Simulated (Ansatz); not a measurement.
A (001) slab of GePt (Pnma (No. 62)), 16 planes, outer planes Ge (top) and Ge (bottom), with 16 atoms (Ge8Pt8) in a surface cell of A = 21.242 Å², as cut from the bulk:

```
CELL_PARAMETERS angstrom
3.70034 0.00000 0.00000
0.00000 5.74060 0.00000
0.00000 0.00000 26.11233
ATOMIC_POSITIONS crystal
Ge 0.75000 0.68484 0.28722
Pt 0.25000 0.99924 0.31128
Pt 0.25000 0.49924 0.33874
Ge 0.75000 0.18484 0.36280
Ge 0.25000 0.81516 0.40388
Pt 0.75000 0.50076 0.42794
Pt 0.75000 0.00076 0.45540
Ge 0.25000 0.31516 0.47946
Ge 0.75000 0.68484 0.52054
Pt 0.25000 0.99924 0.54460
Pt 0.25000 0.49924 0.57206
Ge 0.75000 0.18484 0.59612
Ge 0.25000 0.81516 0.63720
Pt 0.75000 0.50076 0.66126
Pt 0.75000 0.00076 0.68872
Ge 0.25000 0.31516 0.71278
```

Computed with Ansatz 0.2.0, DFT PBEsol, scalar-relativistic, plane waves, PAW. Settings: cutoff 420 eV, Γ-centred mesh 9×6×1 on the computed 16-atom cell, Gaussian smearing of 0.10 eV; no spin polarisation. The cell repeats along c with a dipole correction in the vacuum.

Against the same 16 atoms in the bulk, the slab as cut lies 4.074 eV higher and the relaxed slab 3.622 eV higher.

**Question.** Work out the surface energy before and after relaxation.

**Answer.** The slab has two faces, so γ = (E_slab − N·E_bulk)/(2A), the mean of both. As cut: 4.074/(2 × 21.242) = 0.0959 eV/Å², and 1 eV/Å² = 16.02 J/m², so γ = 1.54 J/m². Relaxed: 3.622/(2 × 21.242) = 0.0853 eV/Å² = 1.37 J/m². Relaxation recovers 11 % of the cost of cutting.

**Question.** What is the ideal work of this cut, per area?

**Answer.** Griffith's ideal work is 2γ: 3.07 J/m² if the new faces stay rigid, 2.73 J/m² if they relax. Other cuts parallel to this plane can cost less. One thickness was run, 16 planes, so γ can still shift with it.

Most of the cost of this surface lies in the bonds cut, since relaxation lowers γ only from 1.54 to 1.37 J/m². Although both outer planes are Ge, the coordinates show that the cut severs more than Ge–Ge contacts: the planes interpenetrate, and short Ge–Pt bonds cross it as well. These bonds, formed by mixing of Pt 5d and Ge 4p states, probably account for much of the energy. The modest gain on relaxation suggests that the outer atoms strengthen their remaining back bonds without replacing the lost neighbours.

The two faces of the slab as cut are related by inversion, so its mean γ is also the value for each face, and the same holds after relaxation if that symmetry is kept. Because the slab has the bulk composition, γ needs no choice of Ge or Pt chemical potential, but it says nothing about whether a Ge-richer or Pt-richer termination would be preferred. A reconstruction with a larger surface period, which could lower the energy further, is outside the cell used.
